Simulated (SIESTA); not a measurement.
# CuI (Marshite) in SIESTA: the effect of functional

The system is CuI (Marshite).

```xyz
2
Lattice="0.0000 3.0315 3.0315 3.0315 0.0000 3.0315 3.0315 3.0315 0.0000" Properties=species:S:1:pos:R:3 pbc="T T T"
I     0.0000    0.0000    0.0000
Cu    4.5473    4.5473    4.5473
```

Alike in all runs:

```yaml
Program: SIESTA 5.4.2
Task: band structure
Basis: DZP (energy shift 0.003 Ry; two zetas on semicore shells)
Grid_cutoff: 800 Ry
Energy_shift: 0.003 Ry
k_mesh: 8 × 8 × 8
Occupations: fermi-dirac, width 0.05 eV
Spin: no spin polarisation
```

Problem. One run gave: gap on the mesh 1.78 eV; pressure 4.7 GPa. Which functional did it use?
A. BLYP
B. AM05
C. vdW-DF-cx

Solution. A.

| functional | potentials or basis | gap on the mesh (eV) | pressure (GPa) |
| --- | --- | --- | --- |
| AM05 | PseudoDojo 0.4 standard (PBEsol files) | 1.71 | -0.9 |
| BLYP | PseudoDojo 0.4 standard (PBE files) | 1.78 | 4.7 |
| vdW-DF-cx | PseudoDojo 0.4 standard (PBE files) | 1.66 | -0.6 |

Caveats: short orbitals over semicore shells can move pressures by several GPa; the potentials were made for another functional, which shifts forces and pressure; spin-orbit coupling is left out, which moves the levels of the heavy elements; the basis of atomic orbitals isn't converged, which shifts pressures, moduli and gaps.

